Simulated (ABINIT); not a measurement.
Runs of ABINIT 10.8.3 (patched build) on KF (Carobbiite). The structure is cubic, space group Fm-3m (No. 225). Conventional cell: a = 5.344 Å, b = 5.344 Å, c = 5.344 Å, α = 90.00°, β = 90.00°, γ = 90.00°. K (site symmetry m-3m) has 6 F at 2.67 Å as nearest neighbours. F (site symmetry m-3m) is surrounded by 6 K at 2.67 Å. 

```tsv
potentials or basis	cutoff (eV)	V0 of scaled cells (Å³/atom)	B0 (GPa)
PseudoDojo NC SR PBE v0.4 stringent	1143	19.86	29
PseudoDojo NC SR PBE v0.5 standard	1143	19.86	29
SG15 NC PBE v1.2	1088	(a)	30
PseudoDojo NC SR PBE v0.4.1 standard	1143	19.86	29
PseudoDojo NC SR PBE v0.5 stringent	1143	19.86	29
Ansatz NC PBE	1333	19.91	29
```

Alike in all rows: task equation of state; level PBE; no spin polarisation; cell as given; k mesh 9 × 9 × 9; smearing fermi-dirac 0.05 eV.

Fill in the values left out.

(a) 19.87.

Caveats: pressures at fixed basis lie under the slope of the energies.
